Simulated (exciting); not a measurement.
# Si (Pm-3m) in exciting: single point with r2SCAN

Aim: the single point of Si with r2SCAN.

Program: exciting (release sodium). These are calculated values, not measurements. Logs are shortened: lines on timing, memory, paths and dates and some standing lists are left out, and cuts for length are marked.

## Step 1: The crystal as given

It takes space group Pm-3m (No. 221, cubic). Conventional cell: a = 2.532 Å, b = 2.532 Å, c = 2.532 Å, α = 90.00°, β = 90.00°, γ = 90.00°. Si (site symmetry m-3m) is surrounded by 6 Si at 2.53 Å.

The cell was built by a generator and needn't be a form met in nature.

## Step 2: Single point, r2SCAN

input.xml

```xml
<input>
  <title>Si</title>
  <structure speciespath="./" tshift="false">
    <crystal scale="4.7849944174">
      <basevect>1.000000000005 0.000000000000 0.000000000000</basevect>
      <basevect>0.000000000000 1.000000000005 0.000000000000</basevect>
      <basevect>0.000000000000 0.000000000000 1.000000000005</basevect>
    </crystal>
    <species speciesfile="Si.xml" rmt="2">
      <atom coord="0.500000000000 0.500000000000 0.500000000000"/>
    </species>
  </structure>
  <groundstate do="fromscratch" ngridk="10 10 10" rgkmax="6.5" gmaxvr="14" lmaxapw="10" lmaxmat="10" lmaxvr="8" stype="Methfessel-Paxton 1" swidth="0.00499791" nempty="8" ValenceRelativity="zora" epsengy="1e-05" epspot="1e-05" maxscl="60" outputlevel="high" cfdamp="0.3" niterconvcheck="3">
    <libxc exchange="XC_GGA_X_PBE" correlation="XC_GGA_C_PBE"/>
    <mgga exchange="XC_MGGA_X_R2SCAN" correlation="XC_MGGA_C_R2SCAN"/>
  </groundstate>
</input>
```

Potentials or basis: all-electron LAPW+lo, shipped species files, valence relativity zora.

On the command line:

```bash
$ OMP_NUM_THREADS=1 exciting_smp
```

INFO.OUT:

```text
================================================================================
EXCITING SODIUM started
[... 10 lines left out ...]

 Lattice vectors (cartesian) :
      4.7849944174      0.0000000000      0.0000000000
      0.0000000000      4.7849944174      0.0000000000
      0.0000000000      0.0000000000      4.7849944174

 Reciprocal lattice vectors (cartesian) :
      1.3131019096      0.0000000000      0.0000000000
      0.0000000000      1.3131019096      0.0000000000
      0.0000000000      0.0000000000      1.3131019096

 Unit cell volume                           :     109.5580531657
 Brillouin zone volume                      :       2.2640984051

 Species :    1 (Si)
     parameters loaded from                 :    Si.xml
     name                                   :    silicon
     nuclear charge                         :     -14.00000000
     electronic charge                      :      14.00000000
     atomic mass                            :   51196.73454000
     muffin-tin radius                      :       2.00000000
     # of radial points in muffin-tin       :     300

     atomic positions (lattice) :
       1 :   0.50000000  0.50000000  0.50000000

 Total number of atoms per unit cell        :       1

 Spin treatment                             :    spin-unpolarised

 Number of Bravais lattice symmetries       :      48
 Number of crystal symmetries               :      48

 k-point grid                               :      10   10   10
 Total number of k-points                   :      56
 k-point set is reduced with crystal symmetries

 R^MT_min * |G+k|_max (rgkmax)              :       6.50000000
 Species with R^MT_min                      :       1 (Si)
 Maximum |G+k| for APW functions            :       3.25000000
 Maximum |G| for potential and density      :      14.00000000
 Polynomial order for pseudochg. density    :       9

 G-vector grid sizes                        :      24    24    24
 Total number of G-vectors                  :    5041

 Maximum angular momentum used for
     APW functions                          :      10
     computing H and O matrix elements      :      10
     potential and density                  :       8
     inner part of muffin-tin               :       2

 Total nuclear charge                       :     -14.00000000
 Total electronic charge                    :      14.00000000
 Total core charge                          :      10.00000000
 Total valence charge                       :       4.00000000

 Effective Wigner radius, r_s               :       1.23161760

 Number of empty states                     :       8
 Total number of valence states             :      11

 Maximum Hamiltonian size                   :      85
 Maximum number of plane-waves              :      81
 Total number of local-orbitals             :       4

 Exchange-correlation type                  :     100
     libxc; exchange: Re-regularized SCAN exchange by Furness et al; correlation: Re-regularized SCAN correlation by Furness et al (see libxc for references)
 GGA functional to construct the basis      :
     libxc; exchange: Perdew, Burke & Ernzerhof; correlation: Perdew, Burke & Ernzerhof (see libxc for references)

 Smearing scheme                            :    Methfessel-Paxton order 1, Phys. Rev. B 40, 3616 (1989)
 Smearing width                             :       0.00499791

 Using multisecant Broyden potential mixing
[... 6 lines left out ...]
* Groundstate module started                                                   *
********************************************************************************
 Output level for this task is set to high

++++++++++++++++++++++++++++++++++++++++++++++++++++++++++++++++++++++++++++++++
[... 5 lines left out ...]
+ SCF iteration number :    1                                                  +
++++++++++++++++++++++++++++++++++++++++++++++++++++++++++++++++++++++++++++++++
 Total energy                               :      -289.99968128
 _______________________________________________________________
 Fermi energy                               :         0.28637293
 Kinetic energy                             :       291.02752099
 Coulomb energy                             :      -560.03687180
 Exchange energy                            :       -20.42928154
 Correlation energy                         :        -0.56104893
 Sum of eigenvalues                         :      -157.35569436
 Effective potential energy                 :      -448.38321535
 Coulomb potential energy                   :      -421.37823839
 xc potential energy                        :       -27.00497696
 Hartree energy                             :        89.02003416
 Electron-nuclear energy                    :      -599.41830670
 Nuclear-nuclear energy                     :       -49.63859925
 Madelung energy                            :      -349.34775260
 Core-electron kinetic energy               :         0.00000000

 DOS at Fermi energy (states/Ha/cell)       :         7.05566939

 Electron charges :
     core                                   :        10.00000000
     core leakage                           :         0.00369557
     valence                                :         4.00000000
     interstitial                           :         2.30880934
     charge in muffin-tin spheres :
                  atom     1    Si          :        11.69119066
     total charge in muffin-tins            :        11.69119066
     total charge                           :        14.00000000

++++++++++++++++++++++++++++++++++++++++++++++++++++++++++++++++++++++++++++++++
+ SCF iteration number :    2                                                  +
++++++++++++++++++++++++++++++++++++++++++++++++++++++++++++++++++++++++++++++++
 Total energy                               :      -290.11919544
 _______________________________________________________________
 Fermi energy                               :         0.28107403
 Kinetic energy                             :       290.76197250
 Coulomb energy                             :      -559.89409161
 Exchange energy                            :       -20.42722043
 Correlation energy                         :        -0.55985591
 Sum of eigenvalues                         :      -157.49577035
 Effective potential energy                 :      -448.25774286
 Coulomb potential energy                   :      -421.25897047
 xc potential energy                        :       -26.99877239
 Hartree energy                             :        88.99652189
 Electron-nuclear energy                    :      -599.25201424
 Nuclear-nuclear energy                     :       -49.63859925
 Madelung energy                            :      -349.26460637
 Core-electron kinetic energy               :         0.00000000
[... 593 lines left out ...]
++++++++++++++++++++++++++++++++++++++++++++++++++++++++++++++++++++++++++++++++
+ SCF iteration number :   19                                                  +
++++++++++++++++++++++++++++++++++++++++++++++++++++++++++++++++++++++++++++++++
 Total energy                               :      -290.13986514
 _______________________________________________________________
 Fermi energy                               :         0.28179421
 Kinetic energy                             :       290.77168274
 Coulomb energy                             :      -559.92281180
 Exchange energy                            :       -20.42890288
 Correlation energy                         :        -0.55983320
 Sum of eigenvalues                         :      -157.50810400
 Effective potential energy                 :      -448.27978674
 Coulomb potential energy                   :      -421.27827919
 xc potential energy                        :       -27.00150755
 Hartree energy                             :        89.00593336
 Electron-nuclear energy                    :      -599.29014590
 Nuclear-nuclear energy                     :       -49.63859925
 Madelung energy                            :      -349.28367220
 Core-electron kinetic energy               :         0.00000000

 DOS at Fermi energy (states/Ha/cell)       :         7.26752593

 Electron charges :
     core                                   :        10.00000000
     core leakage                           :         0.00364917
     valence                                :         4.00000000
     interstitial                           :         2.30891749
     charge in muffin-tin spheres :
                  atom     1    Si          :        11.69108251
     total charge in muffin-tins            :        11.69108251
     total charge                           :        14.00000000

 RMS change in effective potential (target) :  0.192270E-06  ( 0.100000E-04)
 Absolute change in total energy   (target) :  0.234143E-05  ( 0.100000E-04)
 Charge distance                   (target) :  0.881633E-08  ( 0.100000E-04)

++++++++++++++++++++++++++++++++++++++++++++++++++++++++++++++++++++++++++++++++
| Convergency criteria checked for the last 3 iterations                       +
| Convergence targets achieved. Performing final SCF iteration                 +
++++++++++++++++++++++++++++++++++++++++++++++++++++++++++++++++++++++++++++++++
 Total energy                               :      -290.13986385
 _______________________________________________________________
 Fermi energy                               :         0.28179421
 Kinetic energy                             :       290.77168307
 Coulomb energy                             :      -559.92281089
 Exchange energy                            :       -20.42890282
 Correlation energy                         :        -0.55983320
 Sum of eigenvalues                         :      -157.50810316
 Effective potential energy                 :      -448.27978623
 Coulomb potential energy                   :      -421.27827876
 xc potential energy                        :       -27.00150748
 Hartree energy                             :        89.00593288
 Electron-nuclear energy                    :      -599.29014453
 Nuclear-nuclear energy                     :       -49.63859925
 Madelung energy                            :      -349.28367151
 Core-electron kinetic energy               :         0.00000000

 DOS at Fermi energy (states/Ha/cell)       :         7.26752710

 Electron charges :
     core                                   :        10.00000000
     core leakage                           :         0.00364917
     valence                                :         4.00000000
     interstitial                           :         2.30891750
     charge in muffin-tin spheres :
                  atom     1    Si          :        11.69108250
     total charge in muffin-tins            :        11.69108250
     total charge                           :        14.00000000

++++++++++++++++++++++++++++++++++++++++++++++++++++++++++++++++++++++++++++++++
[... 9 lines left out ...]
| EXCITING SODIUM stopped                                                      =
================================================================================
```

It took 31 s on 1 thread of Arm Neoverse V2, shared host; peak memory 0.19 GiB.

Results:

```yaml
Band_gap_on_the_k_mesh: none (metal or under the smearing width)
All_electrons_inside_the_program's_atomic_spheres: Si 11.69 (radii Si 2.0 bohr)
Density_of_states_at_the_Fermi_level: 0.27 states/eV per cell
```

Caveat: this version's total energy under meta-GGAs is doubtful, so none is listed.
